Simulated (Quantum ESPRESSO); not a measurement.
The system is Eu.

```
Eu
1.0
    -2.30300    2.30300    2.30300
     2.30300   -2.30300    2.30300
     2.30300    2.30300   -2.30300
Eu
1
Cartesian
  0.0000 0.0000 0.0000
```

| Quantity | Value |
| --- | --- |
| Program | Quantum ESPRESSO 7.5 |
| Task | single point |
| Functional | PBEsol |
| Potentials or basis | SSSP 1.3 efficiency PBE |
| Cutoff | 748 eV |
| Density cutoff | 5987 eV |
| k mesh | 8 × 8 × 8 |
| Occupations | fermi-dirac, width 0.05 eV |
| Spin | collinear spin, ferromagnetic start |
| Starting moments | [7.0] μB |

On this cell: pressure -3.0 GPa; net moment 7.39 μB per cell; site moments Eu +7.09 μB; band gap on the k mesh none (metal or under the smearing width).

The same run follows on a disturbed copy (cell strained at random at fixed volume):

```
Eu
1.0
    -2.34230    2.25988    2.31282
     2.30890   -2.28395    2.30349
     2.34614    2.28779   -2.33690
Eu
1
Direct
  0.98114 0.99755 0.99126
```

Question: What does the disturbed cell give?

Answer: The energy (extrapolated to zero smearing) moves by +0.6 meV/atom; pressure -3.1 GPa; net moment 7.39 μB per cell; site moments Eu +7.08 μB; band gap on the k mesh none (metal or under the smearing width).

Stress tensor (GPa, compression positive):
```
-3.09 -0.02  0.17
-0.02 -3.04  0.12
 0.17  0.12 -3.08
```

Caveats: the potentials were made for another functional, which shifts forces and pressure; spin-orbit coupling is left out, which moves the levels of the heavy elements.
